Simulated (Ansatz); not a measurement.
Here is an Ansatz 0.2.0 calculation.

The input input.yaml:

```yaml
crystal:
  lattice:
    - [2.94277066, 0.0, 0.0]
    - [0.0, 3.28032554, 0.0]
    - [0.0, 0.0, 4.67744676]
  atoms:
    - { symbol: Ni, position: [0.5, 0.5, 0.34249559], spin: 1.0 }
    - { symbol: Ni, position: [0.0, 0.0, 0.65750441], spin: 1.0 }
    - { symbol: Si, position: [0.5, 0.5, 0.84314316] }
    - { symbol: Si, position: [0.0, 0.0, 0.15685684] }
hamiltonian:
  xc: pbesol
  pseudopotentials: { kind: paw }
  hubbard: { sites: [{ species: Ni, l: d, u_eff: 8.0 }] }
magnetization:
  spin_polarized: true
kpoints:
  mp_grid: { grid: [9, 8, 6] }
scf:
  occupations: { method: fermi_dirac, width: 0.05 }
output:
  forces: true
  stress: true
  eigenvalues: true
relax:
  f_tol: 0.01
  max_steps: 40
  cell: { stress_tol: 0.05 }
```

Potentials or basis: Ansatz PAW.

Command:

```sh
$ ansatz run input.yaml --threads 2 --pin off --max-ram 5632MiB --backend cpu --events-out ev --progress --plain --runs-dir out
```

Question: Estimate the space group after relaxing (to 0.05 Å).

Answer: Pmmn (No. 59).

Question: What does it give for the absolute moment?

Answer: 0.00 μB per cell.

Question: What does it give for the band gap on the k mesh?

Answer: None (metal or under the smearing width).

Final structure:
```
Ni Si
1.0
     2.92073    0.00000    0.00000
     0.00000    3.29340    0.00000
     0.00000    0.00000    4.67259
Ni Si
2 2
Direct
  0.50000 0.50000 0.34371
  0.00000 0.00000 0.65629
  0.50000 0.50000 0.84063
  0.00000 0.00000 0.15937
```

Caveat: the magnetic or orbital state may not be the lowest; the U is typed as a test and isn't derived for this compound; the starting moments weren't kept. The state reached can hang on the start; a lower one may exist.
